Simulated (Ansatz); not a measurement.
**Sn and the effect of the functional**

```xyz
2
Lattice="0.0000 3.2333 3.2333 3.2333 0.0000 3.2333 3.2333 3.2333 0.0000" Properties=species:S:1:pos:R:3 pbc="T T T"
Sn    4.8500    4.8500    4.8500
Sn    3.2333    3.2333    3.2333
```

This isn't the form of Sn at room conditions, which is tetragonal (white tin).

Kept alike: task band structure; k mesh 7 × 7 × 7; occupations fermi-dirac, width 0.05 eV; no spin polarisation. Program: Ansatz, all-electron LAPW, scalar-relativistic. The mesh is that of the run's cell of 2 atoms. No spin-orbit coupling.

```csv
functional,pressure (GPa)
LDA,0.17
PBE,3.82
PBEsol,1.55
```

Pressure is positive in compression. For a metal such a mesh leaves the last digits unconverged.

**Question.** What does the functional change here?

**Answer.** The pressure runs from 0.17 (LDA) to 3.82 GPa (PBE). From PBE: LDA -3.65; PBEsol -2.27.

At this fixed volume the diamond-type tin lattice is almost stress-free in LDA, clearly compressed in PBEsol and most compressed in PBE. The equilibrium volume therefore grows in the order LDA, PBEsol, PBE, the usual sequence for a covalent solid. Gradient corrections to exchange favour inhomogeneous densities, and expanding the lattice makes the density more inhomogeneous as charge thins out between the atoms. PBE thus weakens the sp³ bonds relative to LDA and pushes the lattice outwards. PBEsol has a weaker exchange enhancement, suited to the slowly varying densities of solids, and so falls between the two. Because grey tin is a fairly soft, open network, pressures of a few GPa correspond to a noticeable change in lattice constant. The near-zero LDA value shows that the chosen cell lies close to the LDA minimum, not that LDA describes the bonding best. Nor does the ordering of the pressures settle the balance between grey and white tin, which depends on the energy and entropy differences between the two phases.
